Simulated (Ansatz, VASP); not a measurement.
## Ta2N: VASP beside Ansatz

Contents of INCAR:

```
ALGO = Normal
EDIFF = 1E-6
ENCUT = 520
GGA = PE
ISIF = 2
ISMEAR = 0
ISPIN = 2
LASPH = T
LCHARG = F
LMAXMIX = 4
LORBIT = 11
LREAL = F
LWAVE = F
MAGMOM = 1 1 0
NBANDS = 24
NELM = 150
PREC = Accurate
SIGMA = 0.1
```

The input KPOINTS:

```
k-points
0
Gamma
  6 6 4
```

The input POSCAR:

```
Ta2N
1.0
    3.1128614800      0.0000000000      0.0000000000
   -1.5564307400      2.6958171200      0.0000000000
    0.0000000000      0.0000000000      4.8698411000
Ta N
2 1
Direct
    0.6666666700      0.3333333300      0.7452890300
    0.3333333300      0.6666666700      0.2547109700
    0.0000000000      0.0000000000      0.0000000000
```

Input for Ansatz:

```yaml
crystal:
  lattice:
    - [3.11286148, 0.0, 0.0]
    - [-1.55643074, 2.69581712, 0.0]
    - [0.0, 0.0, 4.8698411]
  atoms:
    - { symbol: Ta, position: [0.66666667, 0.33333333, 0.74528903], spin: 1.0 }
    - { symbol: Ta, position: [0.33333333, 0.66666667, 0.25471097], spin: 1.0 }
    - { symbol: "N", position: [0.0, 0.0, 0.0] }
basis:
  ecutwfc: 420
kpoints:
  mp_grid: { grid: [6, 6, 4] }
hamiltonian:
  xc: pbe
scf:
  occupations: { method: gaussian, width: 0.1 }
  lower_state_search: "off"
output:
  forces: true
  stress: true
  eigenvalues: true
  populations: true
magnetization:
  spin_polarized: true
```

Alike in both runs: task single point; functional PBE; k mesh 6 × 6 × 4; occupations gaussian, width 0.1 eV; collinear spin.

|  | VASP | Ansatz |
| --- | --- | --- |
| version | VASP 6.6.1 | Ansatz 0.2.0 |
| potentials or method | VASP PAW PBE potentials, release 64 (Ta_pv, N) | scalar-relativistic, plane waves, PAW |
| plane-wave cutoff (eV) | 520 | 420 |
| valence electrons in the cell | 27 | 31 |

|  | VASP | Ansatz | Ansatz less VASP |
| --- | --- | --- | --- |
| gap on the k mesh at the Fermi level (eV) | none | none | - |
| pressure (GPa) | -0.8 | -1.2 | -0.42 |
| largest component of the traceless stress (GPa) | 0.33 | 0.41 | +0.079 |
| rms of the force components (eV/Å) | 0.111 | 0.131 | +0.0197 |
| net moment per atom (μB) | 0.00 | 0.00 | 0.000 |

Atom by atom the forces differ by 0.020 eV/Å (rms over components). A gap of «none» marks a metal or a gap that the smearing closes. The two sets of potentials don't hold the same shells in valence. Ansatz warned: «seeded_moment_not_kept».

Caveats: the k mesh is coarse (spacing up to 0.39 Å⁻¹), so the values aren't converged. Spin-orbit coupling is left out, which matters for the levels of Ta.
